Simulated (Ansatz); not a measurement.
# Si: the cost of one run

Method: DFT r2SCAN, scalar-relativistic, plane waves, PAW, in Ansatz 0.2.0.

1 further run of the same task is left out (set aside as unsound or not needed). Runs told in other sessions of the task aren't counted.

## 1. The system as given

Symmetry: P6_3/mmc, No. 194, hexagonal system. Conventional cell: a = 3.832 Å, b = 3.832 Å, c = 6.342 Å, α = 90.00°, β = 90.00°, γ = 120.00°. Si (site symmetry 3m) has 4 Si at 2.35 to 2.37 Å in its first shell of neighbours.

As a file:

```
CELL_PARAMETERS angstrom
3.83191 0.00000 0.00000
-1.91595 3.31853 0.00000
0.00000 0.00000 6.34182
ATOMIC_POSITIONS crystal
Si 0.33333 0.66667 0.06309
Si 0.66667 0.33333 0.56309
Si 0.33333 0.66667 0.43691
Si 0.66667 0.33333 0.93691
```

It goes back to an entry of the Materials Project, which need not be the stable form.

This cell was relaxed beforehand with the same method: volume 20.16 Å³/atom, gap on the mesh 0.61 eV.

## 2. The reference cell

The reference gives a free energy of -2556.2158 eV, pressure 0.00 GPa, largest force 0.003 eV/Å and gap on the mesh 0.61 eV. It was computed beforehand with the settings of the runs below.

## 3. Next: a two-dimensional strain map

The cell is strained by p along both x and y and by q along z, with fractional coordinates fixed.

## 4. p = -0.080, q = -0.080

Input file input.yaml:

```yaml
crystal:
  lattice:
    - [3.5253556905, 0.0, 0.0]
    - [-1.7626778453, 3.0530475854, 0.0]
    - [0.0, 0.0, 5.8344743312]
  atoms:
    - { symbol: Si, position: [0.3333333333, 0.6666666667, 0.0630908785] }
    - { symbol: Si, position: [0.6666666667, 0.3333333333, 0.5630908785] }
    - { symbol: Si, position: [0.3333333333, 0.6666666667, 0.4369091215] }
    - { symbol: Si, position: [0.6666666667, 0.3333333333, 0.9369091215] }
basis:
  ecutwfc: 500
kpoints:
  mp_grid: { grid: [12, 12, 4] }
hamiltonian:
  xc: r2scan
scf:
  occupations: { method: gaussian, width: 0.05 }
output:
  forces: true
  stress: true
  eigenvalues: true
  write_density: true
  write_potential: true
  elf: true
  volumetric_format: npy
```

Started as:

```bash
$ ansatz run input.yaml --threads 2 --pin off --max-ram 5120MiB --backend cpu --events-out ev --progress --plain --runs-dir out
```

**Question.** How long does this run take on 2 threads of Intel Xeon 6975P-C (Granite Rapids), shared host, and how much memory does it need?

About 2.1 s, with a peak of 0.52 GiB.
